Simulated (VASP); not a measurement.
# KBr (Pm-3m) in VASP: notebook

One crystal, KBr, is run at these levels: PBE; tasks: single point.

All numbers are computed with VASP 6.6.1; they aren't measurements. Logs are shortened: lines on timing, memory, paths and dates and some standing lists are left out, and cuts for length are marked.

## 1. The crystal as given

It takes space group Pm-3m (No. 221, cubic). The conventional cell has a = 4.043 Å, b = 4.043 Å, c = 4.043 Å, α = 90.00°, β = 90.00°, γ = 90.00°. Br (site symmetry m-3m) is surrounded by 8 K at 3.50 Å. K (site symmetry m-3m) has 8 Br at 3.50 Å as nearest neighbours.

Measurements of this composition are mostly on another form, of space group No. 225.

## 2. Single point, PBE

The input, INCAR:

```
  PREC = Accurate
  ENCUT = 450
  EDIFF = 1E-6
  ISMEAR = 0
  SIGMA = 0.05
  LREAL = False
  LASPH = False
  NELM = 100
  ALGO = Normal
  ISIF = 2
  LWAVE = False
  LCHARG = False
  GGA = PE
  NBANDS = 14
  ADDGRID = False
```

The input, KPOINTS:

```
Automatic mesh
0
Gamma
  5 5 5
```

The input, POSCAR:

```
KBr
1.0
    4.0434990000      0.0000000000      0.0000000000
    0.0000000000      4.0434990000      0.0000000000
    0.0000000000      0.0000000000      4.0434990000
Br K
1 1
Direct
    0.5000000000      0.5000000000      0.5000000000
    0.0000000000      0.0000000000      0.0000000000
```

Potentials or basis: VASP PAW PBE potentials, release 64 (Br, K_pv).

The run is started by

```sh
$ cat potpaw_PBE.64/Br/POTCAR potpaw_PBE.64/K_pv/POTCAR > POTCAR
$ mpirun -np 1 vasp_std > vasp.out
```

OUTCAR:

```text
PREC = Accurate
   ENCUT = 450
   EDIFF = 1E-6
   ISMEAR = 0
   LREAL = False
   LASPH = False
   NELM = 100
   ISIF = 2
   GGA = PE

 Found     10 irreducible k-points:

 Following reciprocal coordinates:
            Coordinates               Weight
  0.000000  0.000000  0.000000      1.000000
  0.200000  0.000000  0.000000      6.000000
  0.400000  0.000000  0.000000      6.000000
  0.200000  0.200000  0.000000     12.000000
  0.400000  0.200000  0.000000     24.000000
  0.400000  0.400000  0.000000     12.000000
   k-points           NKPTS =     10   k-points in BZ     NKDIM =     10   number of bands    NBANDS=     14
   number of dos      NEDOS =    301   number of ions     NIONS =      2
   total plane-waves  NPLWV =  21952
   dimension x,y,z NGX =    28 NGY =   28 NGZ =   28
   dimension x,y,z NGXF=    56 NGYF=   56 NGZF=   56
   ions per type =               1   1
   NGX,Y,Z   is equivalent  to a cutoff of  11.51, 11.51, 11.51 a.u.
   NGXF,Y,Z  is equivalent  to a cutoff of  23.02, 23.02, 23.02 a.u.
 SYSTEM =  unknown system
   PREC   = accura    normal or accurate (medium, high low for compatibility)
   ISTART =      0    job   : 0-new  1-cont  2-samecut
   ICHARG =      2    charge: 1-file 2-atom 10-const
   ISPIN  =      1    spin polarized calculation?
   LNONCOLLINEAR =      F non collinear calculations
   LSORBIT =      F    spin-orbit coupling
   LASPH  =      F    aspherical Exc in radial PAW
   ENCUT  =  450.0 eV  33.07 Ry    5.75 a.u.   6.99  6.99  6.99*2*pi/ulx,y,z
   NELM   =    100;   NELMIN=  2; NELMDL= -5     # of ELM steps
   EDIFF  = 0.1E-05   stopping-criterion for ELM
[... 18 lines left out ...]
     AMIX     =   0.40;   BMIX     =  1.00
     AMIX_MAG =   1.60;   BMIX_MAG =  1.00
  volume/ion in A,a.u.               =      33.06       223.07
  Fermi-wavevector in a.u.,A,eV,Ry     =   0.975799  1.843992 12.955234  0.952183
  Thomas-Fermi vector in A             =   2.106367
   LORBIT       =      0    0 simple, 1 ext, 2 COOP (PROOUT), +10 PAW based schemes
   GGA     = PE    functional components
[... 5 lines left out ...]
 non-spin polarized calculation
 Gauss-broadening in eV      SIGMA  =   0.05
  energy-cutoff  :      450.00
  volume of cell :       66.11
 maximum number of plane-waves:      1445
 NGX is ok and might be reduce to    28
   NGX = 13   NGY = 13   NGZ = 13

 number of electron      13.9999998 magnetization

 Free energy of the ion-electron system (eV)
  ---------------------------------------------------
  ext. energy  EPLUGINS =         0.00000000
  ---------------------------------------------------
  free energy    TOTEN  =        -6.04106942 eV

  energy without entropy =       -6.04106942  energy(sigma->0) =       -6.04106942

 E-fermi :  -1.7675     XC(G=0):  -7.7939

 val. band max:       -2.0019874171   @ k =   0.4000   0.4000   0.0000
 cond. band min:       1.8995771451   @ k =   0.0000   0.0000   0.0000
 fundamental gap:      3.9015645622
 Fermi energy:        -1.7675203322

 k-point     1 :       0.0000    0.0000    0.0000
  band No.  band energies     occupation
      1     -14.7394      2.00000
      2     -14.0393      2.00000
      3     -14.0393      2.00000
      4     -14.0393      2.00000
      5      -2.2184      2.00000
      6      -2.2184      2.00000
      7      -2.2184      2.00000
      8       1.8996      0.00000
      9       3.8934      0.00000
     10       3.8934      0.00000
     11       7.8466      0.00000
     12       7.8466      0.00000
     13       7.8466      0.00000
     14      10.5887      0.00000

 k-point     2 :       0.2000    0.0000    0.0000
  band No.  band energies     occupation
      1     -14.8023      2.00000
      2     -14.0327      2.00000
      3     -14.0327      2.00000
      4     -13.9678      2.00000
      5      -2.9353      2.00000
      6      -2.2083      2.00000
      7      -2.2083      2.00000
      8       2.7386      0.00000
      9       4.1978      0.00000
     10       4.6622      0.00000
     11       7.7322      0.00000
     12       7.7322      0.00000
     13       8.0260      0.00000
     14       9.2148      0.00000

 k-point     3 :       0.4000    0.0000    0.0000
  band No.  band energies     occupation
      1     -14.8946      2.00000
      2     -14.0220      2.00000
      3     -14.0220      2.00000
      4     -13.8572      2.00000
      5      -3.7801      2.00000
      6      -2.1926      2.00000
      7      -2.1926      2.00000
      8       4.1627      0.00000
      9       4.9849      0.00000
     10       5.6866      0.00000
     11       7.3747      0.00000
     12       7.7731      0.00000
     13       7.7731      0.00000
     14       8.3818      0.00000

 k-point     4 :       0.2000    0.2000    0.0000
  band No.  band energies     occupation
      1     -14.7949      2.00000
      2     -14.0881      2.00000
      3     -14.0266      2.00000
      4     -13.9196      2.00000
      5      -2.9738      2.00000
      6      -2.6908      2.00000
      7      -2.1757      2.00000
      8       3.3649      0.00000
      9       4.5534      0.00000
     10       5.1438      0.00000
     11       7.1198      0.00000
     12       7.3957      0.00000
     13       8.2843      0.00000
     14       9.0300      0.00000

 k-point     5 :       0.4000    0.2000    0.0000
  band No.  band energies     occupation
      1     -14.8019      2.00000
      2     -14.0853      2.00000
      3     -14.0168      2.00000
      4     -13.9118      2.00000
      5      -3.6135      2.00000
      6      -2.6670      2.00000
      7      -2.1222      2.00000
      8       4.3186      0.00000
      9       4.7419      0.00000
     10       6.0193      0.00000
     11       6.9126      0.00000
     12       7.1970      0.00000
     13       7.4692      0.00000
     14       8.5910      0.00000

 k-point     6 :       0.4000    0.4000    0.0000
  band No.  band energies     occupation
      1     -14.6072      2.00000
      2     -14.1667      2.00000
      3     -14.0635      2.00000
      4     -14.0083      2.00000
      5      -3.3510      2.00000
      6      -3.2598      2.00000
      7      -2.0020      2.00000
      8       3.5763      0.00000
      9       4.6086      0.00000
     10       6.2537      0.00000
     11       6.4718      0.00000
     12       7.5455      0.00000
     13       7.6132      0.00000
     14       9.3550      0.00000

 [... further k-points ...]

------------------------ aborting loop because EDIFF is reached ----------------------------------------

  FORCE on cell =-STRESS in cart. coord.  units (eV):
  Direction    XX          YY          ZZ          XY          YZ          ZX
  --------------------------------------------------------------------------------------
  -------------------------------------------------------------------------------------
  Total        0.0499567      0.0499567      0.0499567     -0.0000000     -0.0000000      0.0000000
  in kB        1.2106886      1.2106886      1.2106886     -0.0000000     -0.0000000      0.0000000
  external PRESSURE =       1.2106886 kB  Pullay stress =       0.0000000 kB

 VOLUME and BASIS-vectors are now :
 -----------------------------------------------------------------------------
  energy-cutoff  :      450.00
  volume of cell :       66.11
      direct lattice vectors                 reciprocal lattice vectors
     4.043499000  0.000000000  0.000000000     0.247310559  0.000000000  0.000000000
     0.000000000  4.043499000  0.000000000     0.000000000  0.247310559  0.000000000
     0.000000000  0.000000000  4.043499000     0.000000000  0.000000000  0.247310559

 POSITION                                       TOTAL-FORCE (eV/Angst)
 -----------------------------------------------------------------------------------
      2.02175      2.02175      2.02175         0.000000      0.000000      0.000000
      0.00000      0.00000      0.00000         0.000000      0.000000      0.000000
 -----------------------------------------------------------------------------------
    total drift:                               -0.000000      0.000000      0.000000

  FREE ENERGIE OF THE ION-ELECTRON SYSTEM (eV)
  ---------------------------------------------------
  free  energy   TOTEN  =        -6.0410694214 eV

  energy  without entropy=       -6.0410694214  energy(sigma->0) =       -6.04106942
```

stdout:

```text
POSCAR found type information on POSCAR BrK
 POSCAR found :  2 types and       2 ions
 scaLAPACK will be used
 LDA part: xc-table for (Slater+PW92), standard interpolation
 POSCAR, INCAR and KPOINTS ok, starting setup
 FFT: planning ... GRIDC
 FFT: planning ... GRID_SOFT
 FFT: planning ... GRID
 WAVECAR not read
 entering main loop
```

It took 3.9 s on 1 thread of Intel Xeon Platinum 8488C (Sapphire Rapids), shared host; peak memory 0.15 GiB.

These settings aren't checked as converged: the numbers below hold their error.

What came out:

| Property | Result |
| --- | --- |
| Free energy | -6.0411 eV |
| Pressure | 0.1 GPa |
| Band gap on the k mesh | 3.90 eV, indirect (least direct gap 4.12 eV) |

Caveat: an odd mesh through Γ misses points on the zone boundary, where band edges often lie.

## 3. Single point, PBE

The input, INCAR:

```
  PREC = Normal
  ENCUT = 450
  EDIFF = 1E-4
  ISMEAR = 0
  SIGMA = 0.05
  LREAL = Auto
  LASPH = True
  NELM = 100
  ALGO = Normal
  ISIF = 2
  LWAVE = False
  LCHARG = False
  GGA = PE
  NBANDS = 14
  ADDGRID = False
```

KPOINTS is that of step 2.

POSCAR is that of step 2.

Potentials or basis: VASP PAW PBE potentials, release 64 (Br, K_pv).

The run is started by

```sh
$ cat potpaw_PBE.64/Br/POTCAR potpaw_PBE.64/K_pv/POTCAR > POTCAR
$ mpirun -np 1 vasp_std > vasp.out
```

Run time: 3.4 s. Hardware: 1 thread of Intel Xeon Platinum 8488C (Sapphire Rapids), shared host; peak memory 0.13 GiB.

The run converged, but some of its settings lie outside the range that counts as converged, so its numbers aren't taken as properties of the crystal.

Results:

```yaml
Free_energy: -6.0412 eV
Pressure: 0.2 GPa
Band_gap_on_the_k_mesh: 3.89 eV, indirect (least direct gap 4.11 eV)
```

Caveat: an odd mesh through Γ misses points on the zone boundary, where band edges often lie.

## 4. The reference run

An earlier run on the cell as given: functional PBE; potentials or basis VASP PAW PBE potentials, release 64 (Br, K_sv); cutoff 520 eV; k mesh 7 × 7 × 7; occupations fermi-dirac, width 0.05 eV; no spin polarisation.

* Pressure: 0.0 GPa
* Band gap on the k mesh: 3.89 eV, indirect (least direct gap 4.12 eV)
